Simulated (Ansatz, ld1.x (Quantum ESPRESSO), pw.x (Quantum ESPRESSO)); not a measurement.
# What a changed setting does to a pw.x run (fcc In)

Potential: PAW, ld1.x (Quantum ESPRESSO) 7.5, PBEsol; core [Kr] 4d10, reference 5s2 5p1; waves: 5s (bound): rcut 2.20, rcutus 2.35 bohr; 5s channel at 0.45 Ry: rcut 2.20, rcutus 2.35 bohr; 5p (bound): rcut 2.65, rcutus 3.40 bohr; 5p channel at 3.25 Ry: rcut 2.65, rcutus 3.40 bohr; 5d channel at 0.4 Ry: rc 2.75 bohr; local part: the d channel; core correction: Bessel-smoothed model core inside 2.25 bohr; augmentation: PSQ, inside the norm-conserving radii.

The reference run (k-mesh 12³, cutoffs 40/320 Ry, Fermi–Dirac 0.01 Ry, mixing_beta 0.4, conv_thr 1e-9, no spin) gives -0.68 GPa at 25.699 Å³/atom, where all-electron LAPW gives -0.24 GPa. This run, with its own iteration cap, changes degauss to 0.02.

```
&control
  calculation='scf', prefix='x', pseudo_dir='./', outdir='./tmp', tstress=.true., disk_io='none'
/
&system
  ibrav=0, nat=1, ntyp=1, ecutwfc=40, ecutrho=320, nbnd=8,
  occupations='smearing', smearing='fd', degauss=0.02
/
&electrons
  conv_thr=1e-09, mixing_beta=0.4, electron_maxstep=60
/
ATOMIC_SPECIES
In 1.0 In.UPF
CELL_PARAMETERS angstrom
  0.00000000 2.34222571 2.34222571
  2.34222571 0.00000000 2.34222571
  2.34222571 2.34222571 0.00000000
ATOMIC_POSITIONS crystal
In 0.0000 0.0000 0.0000
K_POINTS automatic
12 12 12 0 0 0
```

```bash
pw.x < In.scf.in > In.scf.out
```

Q: How does the run end?

A: It converges in 6 iterations; the free energy moves by -41.1 meV/atom and the pressure by +0.27 GPa. In a metal, with Fermi–Dirac smearing, F lies below its zero-width value by a term in the square of the width.

```
Message from routine setup:
     using ibrav=0 with symmetry is DISCOURAGED, use correct ibrav instead
     lattice parameter (alat)  =       6.2595  a.u.
     unit-cell volume          =     173.4254 (a.u.)^3
     number of electrons       =         3.00
     number of Kohn-Sham states=            8
     kinetic-energy cutoff     =      40.0000  Ry
     charge density cutoff     =     320.0000  Ry
     scf convergence threshold =      1.0E-09
     Exchange-correlation= SLA  PW   PSX  PSC
     number of k points=    72  Fermi-Dirac smearing, width (Ry)=  0.0200
     iteration #  1     ecut=    40.00 Ry     beta= 0.40
     total energy              =    -315.76189858 Ry
     estimated scf accuracy    <       0.00305630 Ry
     iteration #  2     ecut=    40.00 Ry     beta= 0.40
     total energy              =    -315.76151000 Ry
     estimated scf accuracy    <       0.00094401 Ry
     iteration #  3     ecut=    40.00 Ry     beta= 0.40
     total energy              =    -315.76155991 Ry
     estimated scf accuracy    <       0.00000156 Ry
     iteration #  4     ecut=    40.00 Ry     beta= 0.40
     total energy              =    -315.76157002 Ry
     estimated scf accuracy    <       0.00000003 Ry
     iteration #  5     ecut=    40.00 Ry     beta= 0.40
     total energy              =    -315.76157004 Ry
     estimated scf accuracy    <          1.2E-09 Ry
     iteration #  6     ecut=    40.00 Ry     beta= 0.40
     the Fermi energy is     4.8784 ev
!    total energy              =    -315.76157004 Ry
     estimated scf accuracy    <          9.4E-11 Ry
     smearing contrib. (-TS)   =      -0.00809341 Ry
     convergence has been achieved in   6 iterations
          total   stress  (Ry/bohr**3)                   (kbar)     P=       -4.01
     Message from routine punch:
     Nothing written, as per user request (disk_io='none')
```

The run took about 4 s on one core of a shared host (Neoverse-V2, 192 threads, 742 GiB, load 33).
